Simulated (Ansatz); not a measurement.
Runs of Ansatz 0.2.0 on YN. The structure is cubic, space group Fm-3m (No. 225). Conventional cell: a = 4.877 Å, b = 4.877 Å, c = 4.877 Å, α = 90.00°, β = 90.00°, γ = 90.00°. Around Y (site symmetry m-3m) lie 6 N at 2.44 Å. N (site symmetry m-3m) is surrounded by 6 Y at 2.44 Å. 

```csv
task,level,atoms under strain,gap on the mesh (eV),pressure (GPa)
elastic constants,PBE,relaxed,0.27,3.0
elastic constants,PBEsol,clamped,0.19,(a)
phonons,PBE,-,0.27,-
phonons,PBEsol,-,0.19,-
```

Alike in all rows: potentials or basis Ansatz PAW; no spin polarisation; cell as given; k mesh 7 × 7 × 7; cutoff (eV) 420; smearing fermi-dirac 0.05 eV.

Problem. Estimate the missing entries.

Solution. (a) -2.0.

Caveats: odd divisions of the mesh miss points on the zone boundary, where band edges often lie, so the gap on the mesh can be too wide; the PAW data sets come from PBE, with cores solved anew for the run's functional, which leaves a small shift of forces and pressure (some runs); the cell is more than 3 GPa from zero pressure, which shifts response properties (some runs).

A k mesh can miss the band edges, and the runs leave out spin-orbit coupling on Y.
